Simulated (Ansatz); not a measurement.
Starting cell, RuO₂ (rutile):

```
CELL_PARAMETERS angstrom
      9.04678     0.00000     0.00000
      0.00000     4.52339     0.00000
      0.00000     0.00000     3.11902
ATOMIC_POSITIONS crystal
  Ru 0.25000 0.50000 0.50000
  Ru 0.75000 0.50000 0.50000
  Ru 0.00000 0.00000 0.00000
  Ru 0.50000 0.00000 0.00000
  O  0.40284 0.80567 0.50000
  O  0.90284 0.80567 0.50000
  O  0.15284 0.69433 0.00000
  O  0.65284 0.69433 0.00000
  O  0.34716 0.30567 0.00000
  O  0.84716 0.30567 0.00000
  O  0.09716 0.19433 0.50000
  O  0.59716 0.19433 0.50000
```

The atoms are displaced by Q × the pattern below (from a DFPT mode at X = (0.5, 0.0, 0.0), largest move 1; Q in Å), at fixed cell. It is one choice among 2 degenerate patterns. (q is in reciprocal vectors of the primitive cell; the cell shown is doubled to hold the pattern.)

| atom | x | y | z |
|---|---|---|---|
| Ru1 | -0.922 | 0.387 | 0.000 |
| Ru2 | 0.922 | -0.387 | 0.000 |
| Ru3 | -0.568 | -0.238 | 0.000 |
| Ru4 | 0.568 | 0.238 | 0.000 |
| O5 | -0.066 | 0.276 | 0.000 |
| O6 | 0.066 | -0.276 | 0.000 |
| O7 | -0.722 | 0.008 | 0.000 |
| O8 | 0.722 | -0.008 | 0.000 |
| O9 | -0.267 | 0.250 | 0.000 |
| O10 | 0.267 | -0.250 | 0.000 |
| O11 | -0.675 | 0.117 | 0.000 |
| O12 | 0.675 | -0.117 | 0.000 |

Method: PBE (plane waves to 420 eV, PAW, scalar-relativistic; Ansatz, a quantum-chemistry and plane-wave program). k mesh 5×10×15 (Γ-centred), Fermi-Dirac smearing 0.05 eV. The energy includes the smearing's −TS. With partly filled bands, energies and forces of such displacements shift with the k mesh and the smearing. RuO2 is run without spin polarisation and with no Hubbard U. RuO2 was relaxed with its symmetry unable to fall. ΔE is measured from the undisplaced structure. The last digit holds for this mesh only.

```csv
Q (Å),ΔE (meV/cell)
-0.180,890.9
-0.150,619.0
-0.120,396.4
-0.090,223.0
-0.060,withheld
-0.030,24.8
0.000,0.0
0.030,24.8
0.060,withheld
0.090,223.0
0.120,396.4
0.150,619.0
0.180,890.9
```

Task: Fit an even polynomial form (powers 2, 4) to the given rows and predict ΔE at Q = 0.060.

Result: Least squares on the 11 given rows: ΔE = (27550)·Q² + (-1558)·Q⁴, in meV/cell with Q in Å; root-mean-square residual 0.06 meV/cell. At 0.060 the fit gives 99.2 meV/cell; the calculation gives 99.2 meV/cell, the same to the digits shown. The quadratic term alone would give 99.2 meV/cell.

(For displaced atoms, the force is minus the slope of the energy, and its curvature is a force constant, which sets phonon frequencies.)
